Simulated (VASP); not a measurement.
# Ti (Pm-3m) in VASP: a series of runs

The runs below take Ti through relaxation of cell and atoms, single point, with LDA.

All numbers are computed with VASP 6.6.1; they aren't measurements. Logs are shortened: lines on timing, memory, paths and dates and some standing lists are left out, and cuts for length are marked.

## (1) The structure

It takes space group Pm-3m (No. 221, cubic). The conventional cell has a = 2.672 Å, b = 2.672 Å, c = 2.672 Å, α = 90.00°, β = 90.00°, γ = 90.00°. Ti (site symmetry m-3m) has 6 Ti at 2.67 Å as nearest neighbours.

The cell was built by a generator and needn't be a form met in nature.

## (2) Relaxation of cell and atoms, LDA

Contents of INCAR:

```
SYSTEM = Ti
PREC     = Accurate       ! precision mode
ENCUT    = 600            ! plane-wave cutoff, eV
EDIFF    = 1E-6           ! SCF threshold, eV
ISMEAR   = -1             ! smearing method
SIGMA    = 0.1            ! smearing width, eV
LREAL    = .FALSE.        ! projectors in reciprocal space
LASPH    = .TRUE.         ! aspherical terms in the spheres
NELM     = 80             ! most SCF steps
ALGO     = Normal         ! electronic algorithm
ISIF     = 3              ! what is computed and relaxed
LWAVE    = .FALSE.        ! write WAVECAR
LCHARG   = .FALSE.        ! write CHGCAR
GGA      = CA             ! functional
IBRION   = 2              ! ionic algorithm
NSW      = 80             ! ionic steps
EDIFFG   = -0.01          ! ionic threshold
```

Contents of KPOINTS:

```
regular mesh
0
G
  12 12 12
  0 0 0
```

Contents of POSCAR:

```
Ti
1.0
    2.6717143674      0.0000000000      0.0000000000
    0.0000000000      2.6717143674      0.0000000000
    0.0000000000      0.0000000000      2.6717143674
Ti
1
Direct
    0.0000000000      0.0000000000      0.0000000000
```

Potentials or basis: VASP PAW LDA potentials, release 64 (Ti_sv).

Started as:

```
cat potpaw_LDA.64/Ti_sv/POTCAR > POTCAR
mpirun -np 1 vasp_std > vasp.out
```

OUTCAR:

```text
SYSTEM = Ti
   PREC = Accurate
   ENCUT = 600
   EDIFF = 1E-6
   ISMEAR = -1
   LREAL = .FALSE.
   LASPH = .TRUE.
   NELM = 80
   ISIF = 3
   GGA = CA
   IBRION = 2
   NSW = 80
   EDIFFG = -0.01

 ion  position               nearest neighbor table
   1  0.000  0.000  0.000-

  LATTYP: Found a simple cubic cell.
 ALAT       =     2.6717143674

  Lattice vectors:

 A1 = (   2.6717143674,   0.0000000000,   0.0000000000)
 A2 = (   0.0000000000,   2.6717143674,   0.0000000000)
 A3 = (   0.0000000000,   0.0000000000,   2.6717143674)

Analysis of symmetry for initial positions (statically):
=====================================================================
 Subroutine PRICEL returns:
 Original cell was already a primitive cell.

 Routine SETGRP: Setting up the symmetry group for a
 simple cubic supercell.

 Subroutine GETGRP returns: Found 48 space group operations
 (whereof 48 operations were pure point group operations)
 out of a pool of 48 trial point group operations.

The static configuration has the point symmetry O_h .

Analysis of symmetry for dynamics (positions and initial velocities):
=====================================================================
 Subroutine PRICEL returns:
 Original cell was already a primitive cell.

 Routine SETGRP: Setting up the symmetry group for a
 simple cubic supercell.

 Subroutine GETGRP returns: Found 48 space group operations
 (whereof 48 operations were pure point group operations)
 out of a pool of 48 trial point group operations.

The dynamic configuration has the point symmetry O_h .

 Subroutine INISYM returns: Found 48 space group operations
 (whereof 48 operations are pure point group operations),
 and found     1 'primitive' translations

----------------------------------------------------------------------------------------

                                     Primitive cell

  volume of cell :      19.0709

  direct lattice vectors                    reciprocal lattice vectors
     2.671714367  0.000000000  0.000000000     0.374291508  0.000000000  0.000000000
     0.000000000  2.671714367  0.000000000     0.000000000  0.374291508  0.000000000
     0.000000000  0.000000000  2.671714367     0.000000000  0.000000000  0.374291508

  length of vectors
     2.671714367  2.671714367  2.671714367     0.374291508  0.374291508  0.374291508

  position of ions in fractional coordinates (direct lattice)
     0.000000000  0.000000000  0.000000000

  ion indices of the primitive-cell ions
   primitive index   ion index
                 1           1

----------------------------------------------------------------------------------------

 KPOINTS: regular mesh

Automatic generation of k-mesh.
 Grid dimensions read from file:
 generate k-points for:   12   12   12

 Generating k-lattice:

  Cartesian coordinates                     Fractional coordinates (reciprocal lattice)
     0.031190959  0.000000000  0.000000000     0.083333333  0.000000000  0.000000000
     0.000000000  0.031190959  0.000000000     0.000000000  0.083333333  0.000000000
     0.000000000  0.000000000  0.031190959     0.000000000  0.000000000  0.083333333

  Length of vectors
     0.031190959  0.031190959  0.031190959

  Shift w.r.t. Gamma in fractional coordinates (k-lattice)
     0.000000000  0.000000000  0.000000000

 Subroutine IBZKPT returns following result:
 ===========================================

 Found     84 irreducible k-points:

 Following reciprocal coordinates:
            Coordinates               Weight
  0.000000  0.000000  0.000000      1.000000
  0.083333  0.000000  0.000000      6.000000
  0.166667  0.000000  0.000000      6.000000
  0.250000  0.000000  0.000000      6.000000
  0.333333  0.000000  0.000000      6.000000
  0.416667  0.000000  0.000000      6.000000
[... 16 lines left out ...]
  0.333333  0.333333  0.000000     12.000000
  0.416667  0.333333  0.000000     24.000000
 [... further k-points ...]
   k-points           NKPTS =     84   k-points in BZ     NKDIM =     84   number of bands    NBANDS=     10
   number of dos      NEDOS =    301   number of ions     NIONS =      1
   total plane-waves  NPLWV =  13824
   dimension x,y,z NGX =    24 NGY =   24 NGZ =   24
   dimension x,y,z NGXF=    48 NGYF=   48 NGZF=   48
   ions per type =               1
   NGX,Y,Z   is equivalent  to a cutoff of  14.93, 14.93, 14.93 a.u.
   NGXF,Y,Z  is equivalent  to a cutoff of  29.87, 29.87, 29.87 a.u.
 SYSTEM =  Ti
   PREC   = accura    normal or accurate (medium, high low for compatibility)
   ISTART =      0    job   : 0-new  1-cont  2-samecut
   ICHARG =      2    charge: 1-file 2-atom 10-const
   ISPIN  =      1    spin polarized calculation?
   LNONCOLLINEAR =      F non collinear calculations
   LSORBIT =      F    spin-orbit coupling
   LASPH  =      T    aspherical Exc in radial PAW
   ENCUT  =  600.0 eV  44.10 Ry    6.64 a.u.   5.34  5.34  5.34*2*pi/ulx,y,z
   NELM   =     80;   NELMIN=  2; NELMDL= -5     # of ELM steps
   EDIFF  = 0.1E-05   stopping-criterion for ELM
   LREAL  =      F    real-space projection
   EDIFFG = -.1E-01   stopping-criterion for IOM
   NSW    =     80    number of steps for IOM
   IBRION =      2    ionic relax: 0-MD 1-quasi-New 2-CG
   NFREE  =      1    steps in history (QN), initial steepest desc. (CG)
   ISIF   =      3    stress and relaxation
   ISYM   =      2    0-nonsym 1-usesym 2-fastsym
   POTIM  = 0.5000    time-step for ionic-motion
   TEBEG  =    0.0;   TEEND  =   0.0 temperature during run
   PSTRESS=    0.0 pullay stress
   NELECT =      12.0000    total number of electrons
   NUPDOWN=      -1.0000    fix difference up-down
   EMIN   =  10.00;   EMAX   =-10.00  energy-range for DOS
   EFERMI =   0.00;   METHOD = LEGACY
   ISMEAR =    -1;   SIGMA  =   0.10  broadening in eV -4-tet -1-fermi 0-gaus
   EFERMI_NEDOS =   21; number of points for ismear=-14 and -15
   IALGO  =     38    algorithm
   IMIX   =      4    mixing-type and parameters
     AMIX     =   0.40;   BMIX     =  1.00
     AMIX_MAG =   1.60;   BMIX_MAG =  1.00
  volume/ion in A,a.u.               =      19.07       128.70
  Fermi-wavevector in a.u.,A,eV,Ry     =   1.402852  2.651006 26.776184  1.967994
  Thomas-Fermi vector in A             =   2.525572
   LORBIT       =      0    0 simple, 1 ext, 2 COOP (PROOUT), +10 PAW based schemes
   GGA     = CA    functional components
   LHFCALC =     F    Hartree Fock is set to
   AEXX    =    0.0000 exact exchange contribution
   IVDW    =     0    specifies the selected vdW correction
   LEPSILON=     F    determine dielectric tensor
   LRPA    =     F    only Hartree local field effects (RPA)
 conjugate gradient relaxation of ions
 non-spin polarized calculation
  energy-cutoff  :      600.00
  volume of cell :       19.07
 maximum number of plane-waves:       655
 NGX is ok and might be reduce to    24
   NGX = 11   NGY = 11   NGZ = 11

--------------------------------------- Ionic step        1  -------------------------------------------

 number of electron      11.9999997 magnetization

 Free energy of the ion-electron system (eV)
  ---------------------------------------------------
  ext. energy  EPLUGINS =         0.00000000
  ---------------------------------------------------
  free energy    TOTEN  =        -7.71036411 eV

  energy without entropy =       -7.63044911  energy(sigma->0) =       -7.67040661

------------------------ aborting loop because EDIFF is reached ----------------------------------------

  FORCE on cell =-STRESS in cart. coord.  units (eV):
  Direction    XX          YY          ZZ          XY          YZ          ZX
  --------------------------------------------------------------------------------------
  -------------------------------------------------------------------------------------
  Total       -1.1371125     -1.1371125     -1.1371125     -0.0000000     -0.0000000     -0.0000000
  in kB      -95.5309162    -95.5309162    -95.5309162     -0.0000000     -0.0000000     -0.0000000
  external PRESSURE =     -95.5309162 kB  Pullay stress =       0.0000000 kB

 VOLUME and BASIS-vectors are now :
 -----------------------------------------------------------------------------
  energy-cutoff  :      600.00
  volume of cell :       19.07
      direct lattice vectors                 reciprocal lattice vectors
     2.671714367  0.000000000  0.000000000     0.374291508  0.000000000  0.000000000
     0.000000000  2.671714367  0.000000000     0.000000000  0.374291508  0.000000000
     0.000000000  0.000000000  2.671714367     0.000000000  0.000000000  0.374291508
[... 36 lines left out ...]
 POSITION                                       TOTAL-FORCE (eV/Angst)
 -----------------------------------------------------------------------------------
      0.00000      0.00000      0.00000        -0.000000     -0.000000      0.000000
 -----------------------------------------------------------------------------------
    total drift:                                0.000000      0.000000      0.000000

  FREE ENERGIE OF THE ION-ELECTRON SYSTEM (eV)
  ---------------------------------------------------
  free  energy   TOTEN  =        -7.7819828468 eV

  energy  without entropy=       -7.7116387332  energy(sigma->0) =       -7.74681079

--------------------------------------- Ionic step        3  -------------------------------------------

 number of electron      11.9999998 magnetization

 Free energy of the ion-electron system (eV)
  ---------------------------------------------------
  ext. energy  EPLUGINS =         0.00000000
  ---------------------------------------------------
  free energy    TOTEN  =        -7.78823097 eV

  energy without entropy =       -7.71526090  energy(sigma->0) =       -7.75174594

 E-fermi :   8.3192     XC(G=0): -11.8693

 val. band max:        8.3011146197   @ k =   0.4167   0.4167   0.0833
 cond. band min:       8.3210120895   @ k =   0.5000   0.5000   0.2500
 fundamental gap:      0.0198974698
 Fermi energy:         8.3192276604

 k-point     1 :       0.0000    0.0000    0.0000
  band No.  band energies     occupation
      1     -47.4938      2.00000
      2     -23.4824      2.00000
      3     -23.4824      2.00000
      4     -23.4824      2.00000
      5       2.4819      2.00000
      6       6.7953      2.00000
      7       6.7953      2.00000
      8      12.6164      0.00000
      9      12.6164      0.00000
     10      12.6164      0.00000

 k-point     2 :       0.0833    0.0000    0.0000
  band No.  band energies     occupation
      1     -47.4816      2.00000
      2     -23.5655      2.00000
      3     -23.4753      2.00000
      4     -23.4753      2.00000
      5       2.6779      2.00000
      6       6.8445      2.00000
      7       6.9498      2.00000
      8      12.4417      0.00000
      9      12.4417      0.00000
     10      12.6293      0.00000
[... 274 lines left out ...]
 k-point    24 :       0.4167    0.3333    0.0000
  band No.  band energies     occupation
      1     -47.1884      2.00000
      2     -24.4477      2.00000
      3     -24.2189      2.00000
      4     -23.3076      2.00000
      5       5.8249      2.00000
      6       7.8033      1.98858
      7      10.8836      0.00000
      8      10.9406      0.00000
      9      11.3487      0.00000
     10      12.3928      0.00000

 [... further k-points ...]
[... 5 lines left out ...]
  --------------------------------------------------------------------------------------
  -------------------------------------------------------------------------------------
  Total        0.0046303      0.0046303      0.0046303     -0.0000000     -0.0000000     -0.0000000
  in kB        0.4445156      0.4445156      0.4445156     -0.0000000     -0.0000000     -0.0000000
  external PRESSURE =       0.4445156 kB  Pullay stress =       0.0000000 kB

 VOLUME and BASIS-vectors are now :
 -----------------------------------------------------------------------------
  energy-cutoff  :      600.00
  volume of cell :       16.69
      direct lattice vectors                 reciprocal lattice vectors
     2.555507770 -0.000000000 -0.000000000     0.391311665  0.000000000  0.000000000
    -0.000000000  2.555507770  0.000000000     0.000000000  0.391311665  0.000000000
    -0.000000000 -0.000000000  2.555507770     0.000000000 -0.000000000  0.391311665

 POSITION                                       TOTAL-FORCE (eV/Angst)
 -----------------------------------------------------------------------------------
      0.00000      0.00000      0.00000        -0.000000     -0.000000      0.000000
 -----------------------------------------------------------------------------------
    total drift:                                0.000000      0.000000      0.000000

  FREE ENERGIE OF THE ION-ELECTRON SYSTEM (eV)
  ---------------------------------------------------
  free  energy   TOTEN  =        -7.7882309704 eV

  energy  without entropy=       -7.7152609012  energy(sigma->0) =       -7.75174594

 reached required accuracy - stopping structural energy minimisation
```

Wall time 20 s (1 thread of Intel Xeon Platinum 8375C at 2.90GHz (Ice Lake), shared host); peak memory 0.14 GiB.

Results:

| Item | Value |
| --- | --- |
| Free energy | -7.7882 eV |
| Relaxed volume | 16.69 Å³/atom |
| Relaxed cell | a = 2.556 Å, b = 2.556 Å, c = 2.556 Å, α = 90.00°, β = 90.00°, γ = 90.00° |
| Space group after relaxing (to 0.05 Å) | Pm-3m (No. 221) |
| Energy gained by relaxing | 77.9 meV/atom |
| Ionic steps | 3 |
| Pressure after relaxing | 0.0 GPa |
| Band gap on the k mesh | none (metal or under the smearing width) |

The path:
| step | energy change (eV) | largest force (eV/Å) | pressure (GPa) | volume (Å³) |
| --- | --- | --- | --- | --- |
| 1 | 0.0000 | 0.0000 | -9.55 | 19.07 |
| 2 | -0.0716 | 0.0000 | 3.45 | 16.10 |
| 3 | -0.0779 | 0.0000 | 0.04 | 16.69 |

Final structure:
```
CELL_PARAMETERS angstrom
2.55551 0.00000 0.00000
0.00000 2.55551 0.00000
0.00000 0.00000 2.55551
ATOMIC_POSITIONS crystal
Ti 0.00000 0.00000 0.00000
```

## (3) Single point, LDA, non-collinear spin, zero start, spin-orbit coupling

This run uses another cell than the first one, of 16.70 Å³/atom, 0.876 times its volume.

Contents of INCAR:

```
SYSTEM = Ti
PREC = Accurate
ENCUT = 520
EDIFF = 1E-7
ISMEAR = -1
SIGMA = 0.1
LREAL = .FALSE.
LASPH = .TRUE.
NELM = 150
ALGO = Fast
ISIF = 2
LWAVE = .FALSE.
LCHARG = .FALSE.
MAGMOM = 0 0 0
LORBIT = 11
LSORBIT = .TRUE.
GGA_COMPAT = .FALSE.
LORBMOM = .TRUE.
LMAXMIX = 4
NBANDS = 23
```

KPOINTS is that of step 2.

Contents of POSCAR:

```
Ti
1.0
    2.5563128606      0.0000000000      0.0000000000
    0.0000000000      2.5563128606      0.0000000000
    0.0000000000      0.0000000000      2.5563128606
Ti
1
Direct
    0.0000000000      0.0000000000      0.0000000000
```

Potentials or basis: VASP PAW LDA potentials, release 64 (Ti_sv).

Started as:

```
cat potpaw_LDA.64/Ti_sv/POTCAR > POTCAR
mpirun -np 1 vasp_ncl > vasp.out
```

Run time: 1.7 min. Hardware: 1 thread of Intel Xeon Platinum 8375C at 2.90GHz (Ice Lake), shared host; peak memory 0.17 GiB.

Results (log left out):

```yaml
Free_energy: -7.7932 eV
Pressure: 0.0 GPa
Net_moment: 0.00 μB per cell
Valence_electrons_inside_the_program's_atomic_spheres: Ti 10.51
```

Moments on the atoms (μB; x, y, z):
```
Ti  0.00 0.00 0.00
```
